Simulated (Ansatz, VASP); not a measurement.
**Ti: VASP beside Ansatz**

Contents of INCAR:

```
AGGAC = 1.0
AGGAX = 1.0
ALDAC = 0.0
ALDAX = 1.0
ALGO = Normal
EDIFF = 1E-6
ENCUT = 520
GGA = B5
ISIF = 2
ISMEAR = -1
LASPH = True
LCHARG = True
LELF = True
LREAL = False
LVHAR = True
LWAVE = False
NBANDS = 12
NELM = 100
PREC = Accurate
SIGMA = 0.1
```

File KPOINTS:

```
k-points
0
Gamma
  15 15 15
```

Contents of POSCAR:

```
Ti
1.0
   -1.6196578489      1.6196578489      1.6196578489
    1.6196578489     -1.6196578489      1.6196578489
    1.6196578489      1.6196578489     -1.6196578489
Ti
1
Direct
    0.0000000000      0.0000000000      0.0000000000
```

Input for Ansatz:

```yaml
crystal:
  lattice:
    - [-1.6196578489, 1.6196578489, 1.6196578489]
    - [1.6196578489, -1.6196578489, 1.6196578489]
    - [1.6196578489, 1.6196578489, -1.6196578489]
  atoms:
    - { symbol: Ti, position: [0.0, 0.0, 0.0] }
hamiltonian:
  xc: blyp
  pseudopotentials:
    kind: paw
    azcp:
      Ti: "pseudopotentials/Ti.paw.azcp"
basis:
  ecutwfc: 420
  fft_grid_basis: typed
kpoints:
  mp_grid: { grid: [15, 15, 15], shift: [0, 0, 0] }
magnetization:
  spin_polarized: false
scf:
  occupations: { method: fermi_dirac, width: 0.1 }
  lower_state_search: "off"
output:
  stress: true
```

Alike in both runs: task single point; functional BLYP; k mesh 15 × 15 × 15; occupations fermi-dirac, width 0.1 eV; no spin polarisation.

|  | VASP | Ansatz |
| --- | --- | --- |
| version | VASP 6.6.1 | Ansatz 0.2.0 |
| potentials or method | VASP PAW PBE potentials, release 64 (Ti_sv) | plane waves (420 eV) with PAW, scalar-relativistic |
| plane-wave cutoff (eV) | 520 | 420 |
| valence electrons in the cell | 12 | 12 |

|  | VASP | Ansatz | Ansatz less VASP |
| --- | --- | --- | --- |
| pressure (GPa) | 4.3 | 4.3 | +0.02 |

Caveats: the PAW data sets were made with another functional, which shifts forces and pressure a little (VASP).
